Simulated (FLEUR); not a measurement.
The system is AlN.

```xyz
4
Lattice="3.1130 0.0000 0.0000 -1.5565 2.6959 0.0000 0.0000 0.0000 4.9810" Properties=species:S:1:pos:R:3 pbc="T T T"
Al    1.5565    0.8986    2.4905
Al    0.0000    1.7973    0.0000
N     1.5565    0.8986    4.3833
N     0.0000    1.7973    1.8928
```

Base run:

```yaml
Program: FLEUR MaX-R8.1 (later development tree)
Functional: r2SCAN
Potentials_or_basis: all-electron
Basis: FLAPW
Kmax: 5.54 1/bohr
k_mesh: 10 × 10 × 6
Occupations: fermi-dirac, width 0.05 eV
Spin: no spin polarisation
```

Its results: band gap on the k mesh 4.89 eV, direct.

Question: The run is repeated on the same cell with these changes: functional from r2SCAN to PBEsol. What comes out?

Answer: Band gap on the k mesh 4.14 eV, direct.

r2SCAN gives the wider gap, since meta-GGAs in the generalised Kohn-Sham scheme recover part of the derivative discontinuity.

Caveats: the meta-GGA is that of a development version, with a GGA for the radial functions and cores and without core tails (some runs).
